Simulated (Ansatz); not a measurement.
## Gd under changes of volume

One of the cells (33.215 Å³/atom); the others are scaled copies at fixed shape and fractional positions:

```
Gd
1.0
    -2.02500    2.02500    2.02500
     2.02500   -2.02500    2.02500
     2.02500    2.02500   -2.02500
Gd
1
Cartesian
  0.0000 0.0000 0.0000
```

This isn't the form of Gd at room conditions, which is hcp.

| Property | Result |
| --- | --- |
| Program | Ansatz 0.2.0 |
| Functional | PBEsol |
| Potentials or basis | Ansatz PAW |
| Cutoff | 420 eV (not typed: the program's choice for these potentials) |
| k mesh | 9 × 9 × 9 |
| Occupations | fermi-dirac, width 0.05 eV |
| Spin | collinear spin, ferromagnetic start |
| Starting moments | [7.0] μB |

```tsv
volume (Å³/atom)	energy over the lowest point (meV/atom)	pressure (GPa)	moment (μB per cell)
31.222	0.00	-0.4	7.59
31.886	3.36	-1.1	7.59
32.551	9.62	-1.7	7.60
33.215	18.50	-2.3	7.61
33.879	?	?	?
34.544	43.02	-3.3	7.62
35.208	58.27	-3.8	7.63
```

Problem. What does the run at 33.879 Å³/atom give?

Solution. Energy over the lowest point 29.71 meV/atom; pressure -2.9 GPa; moment 7.61 μB per cell.

Worked out: A Birch-Murnaghan fit of order 3 (a polynomial in V^(-2/3)) to the other rows has its minimum at 30.85 Å³/atom, just outside them, with B0 = V·E''(V) = 38 GPa and B' = 3.8. It gives 29.69 meV/atom at 33.879 Å³/atom, against the run's 29.71, and -dE/dV = -3.0 GPa, against -2.9. A straight line through the other rows of the moment, of slope 0.0105 μB per Å³/atom, gives 7.61 μB, against the run's 7.61.

Energies are extrapolated to zero smearing.

Caveats: the PAW data sets come from PBE, with cores solved anew for the run's functional, which leaves a small shift of forces and pressure.
